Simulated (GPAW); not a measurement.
# Al2Cu (P4/mmm) in GPAW: a series of runs

The runs below take Al2Cu through relaxation of cell and atoms, with PBEsol.

All numbers are computed with GPAW 26.7.0; they aren't measurements. Logs are shortened: lines on timing, memory, paths and dates and some standing lists are left out, and cuts for length are marked. The log counts tension as positive stress, the text compression.

## 1. The structure

It takes space group P4/mmm (No. 123, tetragonal). Conventional cell: a = 4.105 Å, b = 4.105 Å, c = 2.891 Å, α = 90.00°, β = 90.00°, γ = 90.00°. Cu (site symmetry 4/mmm) has 8 Al at 2.51 Å as nearest neighbours. Al (site symmetry mmm) is surrounded by 4 Cu at 2.51 Å.

The cell comes from a database or a generator and needn't be the stable form of this composition.

## 2. Relaxation of cell and atoms, PBEsol, target pressure 20 GPa, at which the enthalpy is minimised

The input, run.py:

```python
from ase import Atoms
from ase.filters import FrechetCellFilter
from ase.io import write
from ase.optimize import BFGS
from ase.units import GPa
from gpaw import GPAW, PW, setup_paths

setup_paths.insert(0, '.')

atoms = Atoms(['Cu', 'Al', 'Al'],
              cell=[[4.105182, 0.0, 0.0],
                    [0.0, 4.105182, 0.0],
                    [0.0, 0.0, 2.891313]],
              scaled_positions=[[0.0, 0.0, 0.0],
                                [0.0, 0.5, 0.5],
                                [0.5, 0.0, 0.5]],
              pbc=True)

calc = GPAW(mode=PW(600),
            xc='PBEsol',
            kpts={'size': (6, 6, 8), 'gamma': True},
            occupations={'name': 'fermi-dirac', 'width': 0.05},
            nbands=20,
            convergence={'density': 1e-05, 'forces': 0.0001},
            maxiter=150,
            txt='gpaw.txt')
atoms.calc = calc
opt = BFGS(FrechetCellFilter(atoms, scalar_pressure=20 * GPa), trajectory='relax.traj', logfile='-')
done = opt.run(fmax=0.02, steps=60)
calc.write('gs.gpw')
write('result.traj', atoms)
print('Converged:', done)
print('Cell:', atoms.cell.cellpar().round(4))
print('Volume:', round(atoms.get_volume(), 4))
print(atoms.get_scaled_positions().round(5))
```

Potentials or basis: PAW data sets generated in the run's folder for this functional, pw.

Launch:

```bash
> gpaw-setup -f PBEsol Al Cu
> OMP_NUM_THREADS=1 python run.py
```

gpaw.txt:

```text
__  _  _
 | _ |_)|_||  |
 |__||  | ||/\| - 26.7.0

Input parameters:
  mode=PW(ecut=600.0),
  convergence={'density': 1e-05, 'forces': 0.0001},
  kpts=MonkhorstPack(size=(6, 6, 8), gamma=True),
  maxiter=150,
  nbands=20,
  occupations=Occupations(name='fermi-dirac', width=0.05),
  xc=XC(name='PBEsol')

Diagonalizing LCAO Hamiltonian
Converting LCAO to pw mode
    .---------.
   /|         |
  / |         |
 *  |         |
 |Al.---------.
 | /  Al     /
 |/         /
 Cu--------*

Atoms  # Å, Bohr magnetons
|   | symbol |        x |        y |        z |    initial magnetic moments |
|---|--------|----------|----------|----------|-----------------------------|
| 0 |     Cu | 0.000000 | 0.000000 | 0.000000 | ( 0.0000,  0.0000,  0.0000) |
| 1 |     Al | 0.000000 | 2.052591 | 1.445656 | ( 0.0000,  0.0000,  0.0000) |
| 2 |     Al | 2.052591 | 0.000000 | 1.445656 | ( 0.0000,  0.0000,  0.0000) |

Unit cell  # Å
| periodic |        x |        y |        z |  lengths |    angles |
|----------|----------|----------|----------|----------|-----------|
|      yes | 4.105182 | 0.000000 | 0.000000 | 4.105182 | 90.000000 |
|      yes | 0.000000 | 4.105182 | 0.000000 | 4.105182 | 90.000000 |
|      yes | 0.000000 | 0.000000 | 2.891313 | 2.891313 | 90.000000 |

Number of symmetries: 16
Symmetry operations  # r_c * U_cc + t_c -> r_c
|    | kind |            matrix            |
|----|------|------------------------------|
|  0 |  E   |  1, 0, 0,  0, 1, 0,  0, 0, 1 |
|  1 |  σ   |  1, 0, 0,  0, 1, 0,  0, 0,-1 |
|  2 |  σ   |  1, 0, 0,  0,-1, 0,  0, 0, 1 |
|  3 |  C2  |  1, 0, 0,  0,-1, 0,  0, 0,-1 |
|  4 |  σ   |  0, 1, 0,  1, 0, 0,  0, 0, 1 |
|  5 |  C2  |  0, 1, 0,  1, 0, 0,  0, 0,-1 |
|  6 |  C4  |  0, 1, 0, -1, 0, 0,  0, 0, 1 |
|  7 |  S4  |  0, 1, 0, -1, 0, 0,  0, 0,-1 |
|  8 |  C4  |  0,-1, 0,  1, 0, 0,  0, 0, 1 |
|  9 |  S4  |  0,-1, 0,  1, 0, 0,  0, 0,-1 |
| 10 |  σ   |  0,-1, 0, -1, 0, 0,  0, 0, 1 |
| 11 |  C2  |  0,-1, 0, -1, 0, 0,  0, 0,-1 |
| 12 |  σ   | -1, 0, 0,  0, 1, 0,  0, 0, 1 |
| 13 |  C2  | -1, 0, 0,  0, 1, 0,  0, 0,-1 |
| 14 |  C2  | -1, 0, 0,  0,-1, 0,  0, 0, 1 |
| 15 |  i   | -1, 0, 0,  0,-1, 0,  0, 0,-1 |
[... 134 lines left out ...]
SCF iterations
|iter     | |      energy | eigst |  dens |force |
|---------|-|-------------|-------|-------|------|
|iter:   1| |  -15.126938 | +0.43 |       |      |
|iter:   2| |  -13.427219 | -1.54 | -0.71 |      |
|iter:   3| |  -12.599336 | -1.49 | -0.89 |      |
|iter:   4| |  -12.495440 | -2.55 | -1.17 |      |
|iter:   5| |  -12.462993 | -2.96 | -1.43 |      |
|iter:   6| |  -12.459350 | -3.92 | -1.97 |      |
|iter:   7| |  -12.458904c| -4.16 | -2.27 |      |
|iter:   8| |  -12.458893c| -5.45 | -3.14 |      |
|iter:   9| |  -12.458901c| -6.56 | -3.71 |      |
|iter:  10| |  -12.458897c| -7.45c| -3.99 |      |
|iter:  11| |  -12.458896c| -8.34c| -4.47 |      |
|iter:  12| |  -12.458896c| -7.54c| -4.90 |      |
|iter:  13| |  -12.458896c| -9.09c| -5.81c|      |
|iter:  14| |  -12.458896c|-10.12c| -6.38c|-24.48c|

Converged in 14 steps
Energy contributions relative to reference atoms: (reference = -58164.735944)

Energy contributions:
  Kinetic:         -10.412274
  Coulomb:          10.398934
  Zero:              0.069915
  External:          0.000000
  Xc:              -12.510536
  Entropy:          -0.009869
  Spinorbit:         0.000000
  ----------------------------
  Free energy:     -12.463831
  Extrapolated:    -12.458896

dipole moment: (-16.135110, -16.135110, -6.401330)  # |e|*Ang

Fermi level: 6.684
Eigenvalues  # (at kpt = [0.000, 0.000, 0.000])
| band index |      eig [eV] | occ [0-2] |
|------------|---------------|-----------|
|          0 |        -3.934 |     2.000 |
|          1 |         1.213 |     2.000 |
|          2 |         1.710 |     2.000 |
|          3 |         2.370 |     2.000 |
|          4 |         2.566 |     2.000 |
|          5 |         2.566 |     2.000 |
[... 9 lines left out ...]
|         15 |        18.967 |     0.000 |
|         16 |        19.060 |     0.000 |
|        ... |               |           |
|         19 |        22.370 |     0.000 |

No gap
No difference between direct/indirect transitions

Stress tensor  # eV/Ang^3
|        x |        y |        z |
|----------|----------|----------|
| 0.005527 | 0.000000 | 0.000000 |
| 0.000000 | 0.005527 | 0.000000 |
| 0.000000 | 0.000000 | 0.019441 |

Forces  # eV/Ang
|        x |       y |       z |
|----------|---------|---------|
|  0.00000 | 0.00000 | 0.00000 |  # Cu   0
| -0.00000 | 0.00000 | 0.00000 |  # Al   1
|  0.00000 | 0.00000 | 0.00000 |  # Al   2

Interpolating wave functions to new cell
   .---------.
  /|         |
 * |         |
 |Al         |
 | .--Al-----.
 |/         /
 Cu--------*

Atoms  # Å, Bohr magnetons
|   | symbol |         x |        y |        z |    initial magnetic moments |
|---|--------|-----------|----------|----------|-----------------------------|
| 0 |     Cu |  0.000000 | 0.000000 | 0.000000 | ( 0.0000,  0.0000,  0.0000) |
| 1 |     Al | -0.000000 | 2.032000 | 1.429615 | ( 0.0000,  0.0000,  0.0000) |
| 2 |     Al |  2.032000 | 0.000000 | 1.429615 | ( 0.0000,  0.0000,  0.0000) |

Unit cell  # Å
| periodic |        x |        y |        z |  lengths |    angles |
|----------|----------|----------|----------|----------|-----------|
|      yes | 4.064001 | 0.000000 | 0.000000 | 4.064001 | 90.000000 |
|      yes | 0.000000 | 4.064001 | 0.000000 | 4.064001 | 90.000000 |
|      yes | 0.000000 | 0.000000 | 2.859230 | 2.859230 | 90.000000 |

Number of symmetries: 16
Symmetry operations  # r_c * U_cc + t_c -> r_c
|    | kind |            matrix            |
|----|------|------------------------------|
|  0 |  E   |  1, 0, 0,  0, 1, 0,  0, 0, 1 |
|  1 |  σ   |  1, 0, 0,  0, 1, 0,  0, 0,-1 |
|  2 |  σ   |  1, 0, 0,  0,-1, 0,  0, 0, 1 |
|  3 |  C2  |  1, 0, 0,  0,-1, 0,  0, 0,-1 |
|  4 |  σ   |  0, 1, 0,  1, 0, 0,  0, 0, 1 |
|  5 |  C2  |  0, 1, 0,  1, 0, 0,  0, 0,-1 |
|  6 |  C4  |  0, 1, 0, -1, 0, 0,  0, 0, 1 |
|  7 |  S4  |  0, 1, 0, -1, 0, 0,  0, 0,-1 |
|  8 |  C4  |  0,-1, 0,  1, 0, 0,  0, 0, 1 |
|  9 |  S4  |  0,-1, 0,  1, 0, 0,  0, 0,-1 |
| 10 |  σ   |  0,-1, 0, -1, 0, 0,  0, 0, 1 |
| 11 |  C2  |  0,-1, 0, -1, 0, 0,  0, 0,-1 |
| 12 |  σ   | -1, 0, 0,  0, 1, 0,  0, 0, 1 |
| 13 |  C2  | -1, 0, 0,  0, 1, 0,  0, 0,-1 |
| 14 |  C2  | -1, 0, 0,  0,-1, 0,  0, 0, 1 |
| 15 |  i   | -1, 0, 0,  0,-1, 0,  0, 0,-1 |
[... 171 lines left out ...]
|          1 |         1.380 |     2.000 |
|          2 |         1.850 |     2.000 |
|          3 |         2.549 |     2.000 |
|          4 |         2.758 |     2.000 |
|          5 |         2.758 |     2.000 |
[... 9 lines left out ...]
|         15 |        19.681 |     0.000 |
|         16 |        19.792 |     0.000 |
|        ... |               |           |
|         19 |        23.047 |     0.000 |

No gap
No difference between direct/indirect transitions

Stress tensor  # eV/Ang^3
|         x |         y |        z |
|-----------|-----------|----------|
| -0.013193 |  0.000000 | 0.000000 |
|  0.000000 | -0.013193 | 0.000000 |
|  0.000000 |  0.000000 | 0.002104 |

Forces  # eV/Ang
|        x |       y |       z |
|----------|---------|---------|
| -0.00000 | 0.00000 | 0.00000 |  # Cu   0
|  0.00000 | 0.00000 | 0.00000 |  # Al   1
|  0.00000 | 0.00000 | 0.00000 |  # Al   2

Interpolating wave functions to new cell

         Al
            Al

       Cu

Atoms  # Å, Bohr magnetons
|   | symbol |         x |        y |        z |    initial magnetic moments |
|---|--------|-----------|----------|----------|-----------------------------|
| 0 |     Cu | -0.000000 | 0.000000 | 0.000000 | ( 0.0000,  0.0000,  0.0000) |
| 1 |     Al | -0.000000 | 1.929233 | 1.347697 | ( 0.0000,  0.0000,  0.0000) |
| 2 |     Al |  1.929233 | 0.000000 | 1.347697 | ( 0.0000,  0.0000,  0.0000) |

Unit cell  # Å
| periodic |         x |         y |         z |  lengths |    angles |
|----------|-----------|-----------|-----------|----------|-----------|
|      yes |  3.858467 | -0.000000 | -0.000000 | 3.858467 | 90.000000 |
|      yes |  0.000000 |  3.858467 |  0.000000 | 3.858467 | 90.000000 |
|      yes | -0.000000 | -0.000000 |  2.695395 | 2.695395 | 90.000000 |
[... 221 lines left out ...]
Forces  # eV/Ang
|        x |        y |       z |
|----------|----------|---------|
|  0.00000 |  0.00000 | 0.00000 |  # Cu   0
| -0.00000 |  0.00000 | 0.00000 |  # Al   1
|  0.00000 | -0.00000 | 0.00000 |  # Al   2

Interpolating wave functions to new cell

         Al
            Al

       Cu

Atoms  # Å, Bohr magnetons
|   | symbol |         x |        y |         z |    initial magnetic moments |
|---|--------|-----------|----------|-----------|-----------------------------|
| 0 |     Cu | -0.000000 | 0.000000 | -0.000000 | ( 0.0000,  0.0000,  0.0000) |
| 1 |     Al | -0.000000 | 1.948696 |  1.361348 | ( 0.0000,  0.0000,  0.0000) |
| 2 |     Al |  1.948696 | 0.000000 |  1.361348 | ( 0.0000,  0.0000,  0.0000) |

Unit cell  # Å
| periodic |         x |         y |         z |  lengths |    angles |
|----------|-----------|-----------|-----------|----------|-----------|
|      yes |  3.897393 | -0.000000 | -0.000000 | 3.897393 | 90.000000 |
|      yes |  0.000000 |  3.897393 |  0.000000 | 3.897393 | 90.000000 |
|      yes | -0.000000 |  0.000000 |  2.722695 | 2.722695 | 90.000000 |

Number of symmetries: 16
Symmetry operations  # r_c * U_cc + t_c -> r_c
|    | kind |            matrix            |
|----|------|------------------------------|
|  0 |  E   |  1, 0, 0,  0, 1, 0,  0, 0, 1 |
|  1 |  σ   |  1, 0, 0,  0, 1, 0,  0, 0,-1 |
|  2 |  σ   |  1, 0, 0,  0,-1, 0,  0, 0, 1 |
|  3 |  C2  |  1, 0, 0,  0,-1, 0,  0, 0,-1 |
|  4 |  σ   |  0, 1, 0,  1, 0, 0,  0, 0, 1 |
|  5 |  C2  |  0, 1, 0,  1, 0, 0,  0, 0,-1 |
|  6 |  C4  |  0, 1, 0, -1, 0, 0,  0, 0, 1 |
|  7 |  S4  |  0, 1, 0, -1, 0, 0,  0, 0,-1 |
|  8 |  C4  |  0,-1, 0,  1, 0, 0,  0, 0, 1 |
|  9 |  S4  |  0,-1, 0,  1, 0, 0,  0, 0,-1 |
| 10 |  σ   |  0,-1, 0, -1, 0, 0,  0, 0, 1 |
| 11 |  C2  |  0,-1, 0, -1, 0, 0,  0, 0,-1 |
| 12 |  σ   | -1, 0, 0,  0, 1, 0,  0, 0, 1 |
| 13 |  C2  | -1, 0, 0,  0, 1, 0,  0, 0,-1 |
| 14 |  C2  | -1, 0, 0,  0,-1, 0,  0, 0, 1 |
[... 199 lines left out ...]
Forces  # eV/Ang
|        x |        y |       z |
|----------|----------|---------|
| -0.00000 | -0.00000 | 0.00000 |  # Cu   0
| -0.00000 | -0.00000 | 0.00000 |  # Al   1
| -0.00000 | -0.00000 | 0.00000 |  # Al   2

Interpolating wave functions to new cell

         Al
            Al

       Cu

Atoms  # Å, Bohr magnetons
|   | symbol |         x |        y |         z |    initial magnetic moments |
|---|--------|-----------|----------|-----------|-----------------------------|
| 0 |     Cu | -0.000000 | 0.000000 | -0.000000 | ( 0.0000,  0.0000,  0.0000) |
| 1 |     Al | -0.000000 | 1.947456 |  1.358677 | ( 0.0000,  0.0000,  0.0000) |
| 2 |     Al |  1.947456 | 0.000000 |  1.358677 | ( 0.0000,  0.0000,  0.0000) |

Unit cell  # Å
| periodic |         x |         y |        z |  lengths |    angles |
|----------|-----------|-----------|----------|----------|-----------|
|      yes |  3.894911 | -0.000000 | 0.000000 | 3.894911 | 90.000000 |
|      yes |  0.000000 |  3.894911 | 0.000000 | 3.894911 | 90.000000 |
|      yes | -0.000000 |  0.000000 | 2.717353 | 2.717353 | 90.000000 |

Number of symmetries: 16
Symmetry operations  # r_c * U_cc + t_c -> r_c
|    | kind |            matrix            |
|----|------|------------------------------|
|  0 |  E   |  1, 0, 0,  0, 1, 0,  0, 0, 1 |
|  1 |  σ   |  1, 0, 0,  0, 1, 0,  0, 0,-1 |
|  2 |  σ   |  1, 0, 0,  0,-1, 0,  0, 0, 1 |
|  3 |  C2  |  1, 0, 0,  0,-1, 0,  0, 0,-1 |
|  4 |  σ   |  0, 1, 0,  1, 0, 0,  0, 0, 1 |
|  5 |  C2  |  0, 1, 0,  1, 0, 0,  0, 0,-1 |
|  6 |  C4  |  0, 1, 0, -1, 0, 0,  0, 0, 1 |
|  7 |  S4  |  0, 1, 0, -1, 0, 0,  0, 0,-1 |
|  8 |  C4  |  0,-1, 0,  1, 0, 0,  0, 0, 1 |
|  9 |  S4  |  0,-1, 0,  1, 0, 0,  0, 0,-1 |
| 10 |  σ   |  0,-1, 0, -1, 0, 0,  0, 0, 1 |
| 11 |  C2  |  0,-1, 0, -1, 0, 0,  0, 0,-1 |
| 12 |  σ   | -1, 0, 0,  0, 1, 0,  0, 0, 1 |
| 13 |  C2  | -1, 0, 0,  0, 1, 0,  0, 0,-1 |
| 14 |  C2  | -1, 0, 0,  0,-1, 0,  0, 0, 1 |
[... 1174 lines left out ...]
Stress tensor  # eV/Ang^3
|         x |         y |         z |
|-----------|-----------|-----------|
| -0.125482 |  0.000000 |  0.000000 |
|  0.000000 | -0.125482 |  0.000000 |
|  0.000000 |  0.000000 | -0.125895 |

Forces  # eV/Ang
|        x |        y |       z |
|----------|----------|---------|
| -0.00000 |  0.00000 | 0.00000 |  # Cu   0
|  0.00000 |  0.00000 | 0.00000 |  # Al   1
|  0.00000 | -0.00000 | 0.00000 |  # Al   2

# Writing to gs.gpw (mode='')
```

Wall time 2.9 min (1 thread of Arm Neoverse V2, shared host); peak memory 0.34 GiB.

What came out:

```yaml
Free_energy: -12.1159 eV
Relaxed_volume: 13.74 Å³/atom
Relaxed_cell: a = 3.919 Å, b = 3.919 Å, c = 2.684 Å, α = 90.00°, β = 90.00°, γ = 90.00°
Space_group_after_relaxing_to_0.05_Å: P4/mmm (No. 123)
Energy_change_on_relaxing_the_enthalpy_is_what_falls: +115.1 meV/atom
Ionic_steps: 9
Pressure_after_relaxing: 20.1 GPa
Band_gap_on_the_k_mesh: none (metal or under the smearing width)
```

Step by step:
| step | energy change (eV) | largest force (eV/Å) | pressure (GPa) | volume (Å³) |
| --- | --- | --- | --- | --- |
| 1 | 0.0000 | 0.0000 | -1.63 | 48.73 |
| 2 | -0.0020 | 0.0000 | 1.30 | 47.22 |
| 3 | 0.5040 | 0.0000 | 25.12 | 40.13 |
| 4 | 0.3336 | 0.0000 | 19.41 | 41.36 |
| 5 | 0.3493 | 0.0000 | 19.99 | 41.22 |
| 6 | 0.3672 | 0.0000 | 20.69 | 41.07 |
| 7 | 0.3753 | 0.0000 | 21.09 | 40.98 |
| 8 | 0.3625 | 0.0000 | 20.72 | 41.08 |
| 9 | 0.3453 | 0.0000 | 20.13 | 41.21 |

Final structure:
```
Cu Al
1.0
     3.91854    0.00000    0.00000
     0.00000    3.91854    0.00000
     0.00000    0.00000    2.68383
Cu Al
1 2
Direct
  0.00000 0.00000 0.00000
  0.00000 0.50000 0.50000
  0.50000 0.00000 0.50000
```

Levels at points of the mesh, in eV from the Fermi level:
```
           k point  band 5  band 6  band 7  band 8  band 9  band 10  band 11  band 12  band 13  band 14
(0.00, 0.00, 0.00)   -4.85   -4.85   -3.10   -3.10    0.07     0.47     6.50     6.50     7.07     7.39
(0.00, 0.00, 0.50)   -5.75   -4.93   -3.46    2.42    2.42     2.63     2.95     2.95     2.99     5.22
(0.50, 0.00, 0.00)   -5.27   -4.87   -4.84   -1.68    1.40     1.47     2.09     8.51     8.86    10.01
(0.50, 0.00, 0.50)   -5.03   -5.01   -3.79   -2.78   -1.73     3.85     3.97     4.93     5.92     6.57
(0.50, 0.50, 0.00)   -5.29   -5.16   -4.86   -4.86   -3.00     8.69     8.69    10.62    10.92    11.06
(0.50, 0.50, 0.50)   -4.75   -4.11   -2.84   -2.84   -1.06    -0.95     0.45     0.45     1.99    13.16
```

Caveat: with this Cu data set, volumes or pressures lay over 1.5 % or 2 GPa off other programs in two to four cells of ten; later steps reuse the first step's grids; the volume moved by over 15 % at a fixed basis, so the end points are rough.

## 3. Relaxation of cell and atoms, PBEsol, target pressure 30 GPa, at which the enthalpy is minimised

run.py, as its differences from that of step 2:

```diff
@@ -27,3 +27,3 @@
 atoms.calc = calc
-opt = BFGS(FrechetCellFilter(atoms, scalar_pressure=20 * GPa), trajectory='relax.traj', logfile='-')
+opt = BFGS(FrechetCellFilter(atoms, scalar_pressure=30 * GPa), trajectory='relax.traj', logfile='-')
 done = opt.run(fmax=0.02, steps=60)
```

Potentials or basis: PAW data sets generated in the run's folder for this functional, pw.

Launch:

```bash
> gpaw-setup -f PBEsol Al Cu
> OMP_NUM_THREADS=1 python run.py
```

Run time: 2.8 min. Hardware: 1 thread of Arm Neoverse V2, shared host; peak memory 0.32 GiB.

Results (log left out):

- Free energy: -11.8062 eV
- Relaxed volume: 13.07 Å³/atom
- Relaxed cell: a = 3.850 Å, b = 3.850 Å, c = 2.645 Å, α = 90.00°, β = 90.00°, γ = 90.00°
- Space group after relaxing (to 0.05 Å): P4/mmm (No. 123)
- Energy change on relaxing (the enthalpy is what falls): +218.3 meV/atom
- Ionic steps: 9
- Pressure after relaxing: 30.0 GPa
- Band gap on the k mesh: none (metal or under the smearing width)

The path:
```tsv
step	energy change (eV)	largest force (eV/Å)	pressure (GPa)	volume (Å³)
1	0.0000	0.0000	-1.63	48.73
2	0.0069	0.0000	2.80	46.54
3	0.7915	0.0000	33.72	38.56
4	0.6470	0.0000	29.52	39.29
5	0.6595	0.0000	29.91	39.22
6	0.6882	0.0000	30.89	39.05
7	0.6818	0.0000	30.79	39.08
8	0.6626	0.0000	30.23	39.18
9	0.6549	0.0000	30.00	39.22
```

Final structure:
```
CELL_PARAMETERS angstrom
3.85036 0.00000 0.00000
0.00000 3.85036 0.00000
0.00000 0.00000 2.64546
ATOMIC_POSITIONS crystal
Cu 0.00000 0.00000 0.00000
Al 0.00000 0.50000 0.50000
Al 0.50000 0.00000 0.50000
```

Levels at points of the mesh, in eV from the Fermi level:
```
           k point  band 7  band 8  band 9  band 10  band 11  band 12
(0.00, 0.00, 0.00)   -3.20   -3.20    0.28     0.44     6.80     6.80
(0.00, 0.00, 0.50)   -3.57    2.38    2.38     2.81     2.96     3.10
(0.50, 0.00, 0.00)   -5.06   -1.74    1.46     1.51     2.31     8.69
(0.50, 0.00, 0.50)   -3.97   -2.86   -1.75     3.91     4.08     5.13
(0.50, 0.50, 0.00)   -5.07   -5.07   -3.12     8.81     8.81    10.84
(0.50, 0.50, 0.50)   -2.95   -2.95   -1.15    -0.97     0.63     0.63
```

Caveat: with this Cu data set, volumes or pressures lay over 1.5 % or 2 GPa off other programs in two to four cells of ten; later steps reuse the first step's grids; the volume moved by over 15 % at a fixed basis, so the end points are rough.
